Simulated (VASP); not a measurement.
# W (Fm-3m) in VASP: further runs

One crystal, W, is run at these levels: PBEsol, r2SCAN; tasks: single point.

Program: VASP 6.6.1. These are calculated values, not measurements. Logs are shortened: lines on timing, memory, paths and dates and some standing lists are left out, and cuts for length are marked.

## (1) Starting point

It takes space group Fm-3m (No. 225, cubic). Conventional cell: a = 4.001 Å, b = 4.001 Å, c = 4.001 Å, α = 90.00°, β = 90.00°, γ = 90.00°. W (site symmetry m-3m) has 12 W at 2.83 Å as nearest neighbours.

This isn't the form of W at room conditions, which is bcc.

## (2) Single point, PBEsol

The input, INCAR:

```
  PREC = Accurate
  ENCUT = 900
  EDIFF = 1E-6
  ISMEAR = 0
  SIGMA = 0.1
  LREAL = F
  LASPH = T
  NELM = 60
  ALGO = Fast
  ISIF = 2
  LWAVE = F
  LCHARG = F
  GGA = PS
  NBANDS = 13
```

The input, KPOINTS:

```
regular mesh
0
Gamma
  18 18 18
```

The input, POSCAR:

```
W
1.0
    0.0000000000      2.0006300000      2.0006300000
    2.0006300000      0.0000000000      2.0006300000
    2.0006300000      2.0006300000      0.0000000000
W
1
Direct
    0.0000000000      0.0000000000      0.0000000000
```

Potentials or basis: VASP PAW PBE potentials, release 64 (W_sv).

Command:

```console
$ cat potpaw_PBE.64/W_sv/POTCAR > POTCAR
$ mpirun -np 1 vasp_std > vasp.out
```

OUTCAR:

```text
PREC = Accurate
   ENCUT = 900
   EDIFF = 1E-6
   ISMEAR = 0
   LREAL = F
   LASPH = T
   NELM = 60
   ISIF = 2
   GGA = PS

 ion  position               nearest neighbor table
   1  0.000  0.000  0.000-

  LATTYP: Found a face centered cubic cell.
 ALAT       =     4.0012600000

  Lattice vectors:

 A1 = (   0.0000000000,   2.0006300000,   2.0006300000)
 A2 = (   2.0006300000,   0.0000000000,   2.0006300000)
 A3 = (   2.0006300000,   2.0006300000,   0.0000000000)

Analysis of symmetry for initial positions (statically):
=====================================================================
 Subroutine PRICEL returns:
 Original cell was already a primitive cell.

 Routine SETGRP: Setting up the symmetry group for a
 face centered cubic supercell.

 Subroutine GETGRP returns: Found 48 space group operations
 (whereof 48 operations were pure point group operations)
 out of a pool of 48 trial point group operations.

The static configuration has the point symmetry O_h .

Analysis of symmetry for dynamics (positions and initial velocities):
=====================================================================
 Subroutine PRICEL returns:
 Original cell was already a primitive cell.

 Routine SETGRP: Setting up the symmetry group for a
 face centered cubic supercell.

 Subroutine GETGRP returns: Found 48 space group operations
 (whereof 48 operations were pure point group operations)
 out of a pool of 48 trial point group operations.

The dynamic configuration has the point symmetry O_h .

 Subroutine INISYM returns: Found 48 space group operations
 (whereof 48 operations are pure point group operations),
 and found     1 'primitive' translations

----------------------------------------------------------------------------------------

                                     Primitive cell

  volume of cell :      16.0151

  direct lattice vectors                    reciprocal lattice vectors
     0.000000000  2.000630000  2.000630000    -0.249921275  0.249921275  0.249921275
     2.000630000  0.000000000  2.000630000     0.249921275 -0.249921275  0.249921275
     2.000630000  2.000630000  0.000000000     0.249921275  0.249921275 -0.249921275

  length of vectors
     2.829318079  2.829318079  2.829318079     0.432876346  0.432876346  0.432876346

  position of ions in fractional coordinates (direct lattice)
     0.000000000  0.000000000  0.000000000

  ion indices of the primitive-cell ions
   primitive index   ion index
                 1           1

----------------------------------------------------------------------------------------

 KPOINTS: regular mesh

Automatic generation of k-mesh.
 Grid dimensions read from file:
 generate k-points for:   18   18   18

 Generating k-lattice:

  Cartesian coordinates                     Fractional coordinates (reciprocal lattice)
    -0.013884515  0.013884515  0.013884515     0.055555556  0.000000000  0.000000000
     0.013884515 -0.013884515  0.013884515     0.000000000  0.055555556  0.000000000
     0.013884515  0.013884515 -0.013884515     0.000000000  0.000000000  0.055555556

  Length of vectors
     0.024048686  0.024048686  0.024048686

  Shift w.r.t. Gamma in fractional coordinates (k-lattice)
     0.000000000  0.000000000  0.000000000

 Subroutine IBZKPT returns following result:
 ===========================================

 Found    195 irreducible k-points:

 Following reciprocal coordinates:
            Coordinates               Weight
  0.000000  0.000000  0.000000      1.000000
  0.055556  0.000000  0.000000      8.000000
  0.111111  0.000000  0.000000      8.000000
  0.166667  0.000000  0.000000      8.000000
  0.222222  0.000000  0.000000      8.000000
  0.277778  0.000000  0.000000      8.000000
[... 16 lines left out ...]
 -0.277778  0.055556  0.000000     24.000000
 -0.222222  0.055556  0.000000     24.000000
 [... further k-points ...]
   k-points           NKPTS =    195   k-points in BZ     NKDIM =    195   number of bands    NBANDS=     13
   number of dos      NEDOS =    301   number of ions     NIONS =      1
   total plane-waves  NPLWV =  21952
   dimension x,y,z NGX =    28 NGY =   28 NGZ =   28
   dimension x,y,z NGXF=    56 NGYF=   56 NGZF=   56
   ions per type =               1
   NGX,Y,Z   is equivalent  to a cutoff of  16.45, 16.45, 16.45 a.u.
   NGXF,Y,Z  is equivalent  to a cutoff of  32.90, 32.90, 32.90 a.u.
 SYSTEM =  unknown system
   PREC   = accura    normal or accurate (medium, high low for compatibility)
   ISTART =      0    job   : 0-new  1-cont  2-samecut
   ICHARG =      2    charge: 1-file 2-atom 10-const
   ISPIN  =      1    spin polarized calculation?
   LNONCOLLINEAR =      F non collinear calculations
   LSORBIT =      F    spin-orbit coupling
   LASPH  =      T    aspherical Exc in radial PAW
   ENCUT  =  900.0 eV  66.15 Ry    8.13 a.u.   6.92  6.92  6.92*2*pi/ulx,y,z
   NELM   =     60;   NELMIN=  2; NELMDL= -5     # of ELM steps
   EDIFF  = 0.1E-05   stopping-criterion for ELM
   LREAL  =      F    real-space projection
   EDIFFG = 0.1E-04   stopping-criterion for IOM
   NSW    =      0    number of steps for IOM
   IBRION =     -1    ionic relax: 0-MD 1-quasi-New 2-CG
   NFREE  =      0    steps in history (QN), initial steepest desc. (CG)
   ISIF   =      2    stress and relaxation
   ISYM   =      2    0-nonsym 1-usesym 2-fastsym
   POTIM  = 0.5000    time-step for ionic-motion
   TEBEG  =    0.0;   TEEND  =   0.0 temperature during run
   PSTRESS=    0.0 pullay stress
   NELECT =      14.0000    total number of electrons
   NUPDOWN=      -1.0000    fix difference up-down
   EMIN   =  10.00;   EMAX   =-10.00  energy-range for DOS
   EFERMI =   0.00;   METHOD = LEGACY
   ISMEAR =     0;   SIGMA  =   0.10  broadening in eV -4-tet -1-fermi 0-gaus
   EFERMI_NEDOS =   21; number of points for ismear=-14 and -15
   IALGO  =     68    algorithm
   IMIX   =      4    mixing-type and parameters
     AMIX     =   0.40;   BMIX     =  1.00
     AMIX_MAG =   1.60;   BMIX_MAG =  1.00
  volume/ion in A,a.u.               =      16.02       108.08
  Fermi-wavevector in a.u.,A,eV,Ry     =   1.565335  2.958055 33.338013  2.450275
  Thomas-Fermi vector in A             =   2.667827
   LORBIT       =      0    0 simple, 1 ext, 2 COOP (PROOUT), +10 PAW based schemes
   GGA     = PS    functional components
   LHFCALC =     F    Hartree Fock is set to
   AEXX    =    0.0000 exact exchange contribution
   IVDW    =     0    specifies the selected vdW correction
   LEPSILON=     F    determine dielectric tensor
   LRPA    =     F    only Hartree local field effects (RPA)
 non-spin polarized calculation
 RMM-DIIS sequential band-by-band and
 Gauss-broadening in eV      SIGMA  =   0.10
  energy-cutoff  :      900.00
  volume of cell :       16.02
 maximum number of plane-waves:      1002
   NGX = 13   NGY = 13   NGZ = 13

 number of electron      14.0000000 magnetization

 Free energy of the ion-electron system (eV)
  ---------------------------------------------------
  ext. energy  EPLUGINS =         0.00000000
  ---------------------------------------------------
  free energy    TOTEN  =       -13.31328071 eV

  energy without entropy =      -13.30674264  energy(sigma->0) =      -13.31001167

 E-fermi :  10.6413     XC(G=0): -13.6931

 val. band max:       10.6399636698   @ k =  -0.4444   0.3333   0.0000
 cond. band min:      10.6416011050   @ k =   0.5000   0.1111   0.0000
 fundamental gap:      0.0016374352
 Fermi energy:        10.6413409712

 k-point     1 :       0.0000    0.0000    0.0000
  band No.  band energies     occupation
      1     -62.9295      2.00000
      2     -26.5230      2.00000
      3     -26.5230      2.00000
      4     -26.5230      2.00000
      5       1.5224      2.00000
      6      10.0623      2.00000
      7      10.0623      2.00000
      8      10.0623      2.00000
      9      13.2899      0.00000
     10      13.2899      0.00000
     11      23.5134      0.00000
     12      28.8158      0.00000
     13      28.8158      0.00000

 k-point     2 :       0.0556    0.0000    0.0000
  band No.  band energies     occupation
      1     -62.9260      2.00000
      2     -26.5636      2.00000
      3     -26.5281      2.00000
      4     -26.5281      2.00000
      5       1.6629      2.00000
      6       9.9521      2.00000
      7      10.1286      2.00000
      8      10.1286      2.00000
      9      13.2272      0.00000
     10      13.2272      0.00000
     11      23.7976      0.00000
     12      28.1937      0.00000
     13      29.0802      0.00000

 k-point     3 :       0.1111    0.0000    0.0000
  band No.  band energies     occupation
      1     -62.9157      2.00000
      2     -26.6793      2.00000
      3     -26.5428      2.00000
      4     -26.5428      2.00000
      5       2.0686      2.00000
      6       9.6687      2.00000
      7      10.3013      2.00000
      8      10.3013      2.00000
      9      13.0857      0.00000
     10      13.0857      0.00000
     11      24.5583      0.00000
     12      27.0294      0.00000
     13      29.8461      0.00000
[... 305 lines left out ...]
 k-point    23 :      -0.2778    0.0556    0.0000
  band No.  band energies     occupation
      1     -62.8509      2.00000
      2     -27.3463      2.00000
      3     -26.6746      2.00000
      4     -26.6187      2.00000
      5       4.4366      2.00000
      6       9.0831      2.00000
      7      10.2767      2.00000
      8      10.4487      1.99354
      9      13.3727      0.00000
     10      14.4923      0.00000
     11      23.3096      0.00000
     12      27.5555      0.00000
     13      32.4173      0.00000

 k-point    24 :      -0.2222    0.0556    0.0000
  band No.  band energies     occupation
      1     -62.8712      2.00000
      2     -27.1388      2.00000
      3     -26.6447      2.00000
      4     -26.5890      2.00000
      5       3.7883      2.00000
      6       8.9498      2.00000
      7      10.4821      1.97566
      8      10.6344      1.07836
      9      12.7830      0.00000
     10      13.8548      0.00000
     11      24.1966      0.00000
     12      27.7652      0.00000
     13      32.0229      0.00000

 [... further k-points ...]

------------------------ aborting loop because EDIFF is reached ----------------------------------------

  FORCE on cell =-STRESS in cart. coord.  units (eV):
  Direction    XX          YY          ZZ          XY          YZ          ZX
  --------------------------------------------------------------------------------------
  -------------------------------------------------------------------------------------
  Total        0.0012003      0.0012003      0.0012003     -0.0000000     -0.0000000      0.0000000
  in kB        0.1200815      0.1200815      0.1200815     -0.0000000     -0.0000000      0.0000000
  external PRESSURE =       0.1200815 kB  Pullay stress =       0.0000000 kB

 VOLUME and BASIS-vectors are now :
 -----------------------------------------------------------------------------
  energy-cutoff  :      900.00
  volume of cell :       16.02
      direct lattice vectors                 reciprocal lattice vectors
     0.000000000  2.000630000  2.000630000    -0.249921275  0.249921275  0.249921275
     2.000630000  0.000000000  2.000630000     0.249921275 -0.249921275  0.249921275
     2.000630000  2.000630000  0.000000000     0.249921275  0.249921275 -0.249921275

 POSITION                                       TOTAL-FORCE (eV/Angst)
 -----------------------------------------------------------------------------------
      0.00000      0.00000      0.00000         0.000000      0.000000      0.000000
 -----------------------------------------------------------------------------------
    total drift:                                0.000000     -0.000000     -0.000000

  FREE ENERGIE OF THE ION-ELECTRON SYSTEM (eV)
  ---------------------------------------------------
  free  energy   TOTEN  =       -13.3132807091 eV

  energy  without entropy=      -13.3067426364  energy(sigma->0) =      -13.31001167
```

Run time: 1.9 min. Hardware: 1 thread of Intel Xeon Platinum 8375C at 2.90GHz (Ice Lake), shared host; peak memory 0.23 GiB.

What came out:

| Item | Value |
| --- | --- |
| Free energy | -13.3133 eV |
| Pressure | 0.0 GPa |
| Band gap on the k mesh | none (metal or under the smearing width) |

Caveat: the PAW data sets were made with another functional, which shifts forces and pressure a little. The run has no spin-orbit coupling, so splittings on W are missing.

## (3) Single point, r2SCAN

The input, INCAR:

```
  PREC = Accurate
  ENCUT = 520
  EDIFF = 1E-6
  ISMEAR = 0
  SIGMA = 0.1
  LREAL = F
  LASPH = T
  NELM = 60
  ALGO = Normal
  ISIF = 2
  LWAVE = F
  LCHARG = F
  METAGGA = R2SCAN
  LMIXTAU = T
  NBANDS = 13
```

KPOINTS is that of step 2.

POSCAR is that of step 2.

Potentials or basis: VASP PAW PBE potentials, release 64 (W_sv).

Command:

```console
$ cat potpaw_PBE.64/W_sv/POTCAR > POTCAR
$ mpirun -np 1 vasp_std > vasp.out
```

It took 2.9 min on 1 thread of Intel Xeon Platinum 8375C at 2.90GHz (Ice Lake), shared host; peak memory 0.17 GiB.

It converged, with:

```yaml
Free_energy: -50.7967 eV
Pressure: 4.9 GPa
Band_gap_on_the_k_mesh: none (metal or under the smearing width)
```

Levels at points of the mesh, in eV from the Fermi level:
```
           k point  band 5  band 6  band 7  band 8  band 9  band 10
(0.00, 0.00, 0.00)   -9.60   -0.61   -0.61   -0.61    2.89     2.89
(0.50, 0.00, 0.00)   -6.03   -0.78   -0.78    0.54    5.45     5.45
(0.50, 0.50, 0.00)   -5.89   -4.94    3.17    5.50    6.17     6.17
```

Caveat: the PAW data sets were made with another functional, which shifts forces and pressure a little.
